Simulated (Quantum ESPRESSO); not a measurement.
The system is AlN.

```xyz
2
Lattice="0.0000 2.1840 2.1840 2.1840 0.0000 2.1840 2.1840 2.1840 0.0000" Properties=species:S:1:pos:R:3 pbc="T T T"
Al    0.0000    0.0000    0.0000
N     1.0920    1.0920    1.0920
```

Measurements of this composition are mostly on another form, of space group No. 186.

Program: Quantum ESPRESSO 7.5. Alike in all runs: task dielectric tensor; no spin polarisation; cell as given; k mesh 8 × 8 × 8, shifted; cutoff (eV) 612; smearing fermi-dirac 0.05 eV.

Order these runs on this cell by their pressure, lowest first.
A. level LDA; potentials or basis GBRV 1.5 LDA; form of the LDA correlation PZ81
B. level PBEsol; potentials or basis GBRV 1.5 PBEsol
C. level PBE; potentials or basis GBRV 1.5 PBE
D. level BLYP; potentials or basis GBRV 1.5 PBE

A (-2.8 GPa), B (1.7 GPa), C (5.4 GPa), D (9.4 GPa).

Caveats: the cell is more than 3 GPa from zero pressure, which shifts response properties (some runs); the potentials were made for another functional, which shifts forces and pressure (some runs).
